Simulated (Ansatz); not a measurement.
Crystal: HfO2.

```
Hf O
1.0
     3.55802    0.00000    0.00000
     0.00000    3.55802    0.00000
     0.00000    0.00000    5.17186
Hf O
2 4
Direct
  0.00000 0.00000 0.00000
  0.50000 0.50000 0.50000
  0.00000 0.50000 0.19721
  0.50000 0.00000 0.30279
  0.50000 0.00000 0.80279
  0.00000 0.50000 0.69721
```

Measurements of this composition are mostly on another form, of space group No. 14.

```yaml
Program: Ansatz 0.2.0
Task: relaxation of cell and atoms
Functional: PBE
Potentials_or_basis: Ansatz PAW
Cutoff: "420 eV (not typed: the program's choice for these potentials)"
k_mesh: 8 × 8 × 5
Occupations: fermi-dirac, width 0.05 eV
Spin: no spin polarisation
Hubbard_terms: Hf d U = 2 eV
```

At the start: volume 10.91 Å³/atom.

Question: How do energy, volume and symmetry change on relaxing?

Answer: It ends after 8 steps and the volume is 11.47 Å³/atom (+5.1 %); space group P4_2/nmc (No. 137, to 0.05 Å).

Step by step:
| step | energy change (eV) | largest force (eV/Å) | volume (Å³) |
| --- | --- | --- | --- |
| 1 | 0.0000 | 0.2774 | 65.47 |
| 2 | -0.1012 | 0.0083 | 69.42 |
| 3 | -0.1086 | 0.0247 | 68.80 |
| 4 | -0.1099 | 0.0078 | 68.64 |
| 5 | -0.1099 | 0.0036 | 68.63 |
| 6 | -0.1300 | 0.0055 | 68.63 |
| 7 | -0.1294 | 0.0001 | 68.81 |
| 8 | -0.1302 | 0.0000 | 68.81 |

Final structure:
```
Hf O
1.0
     3.61771    0.00000    0.00000
     0.00000    3.61771    0.00000
     0.00000    0.00000    5.25727
Hf O
2 4
Direct
  0.00000 0.00000 0.00000
  0.50000 0.50000 0.50000
  0.00000 0.50000 0.19763
  0.50000 0.00000 0.30237
  0.50000 0.00000 0.80237
  0.00000 0.50000 0.69763
```

Caveat: the plane-wave basis is chosen anew once the cell has moved, so the energies of steps on either side of that aren't comparable; the pressure holds a Pulay correction of +0.8 GPa for the finite cutoff.
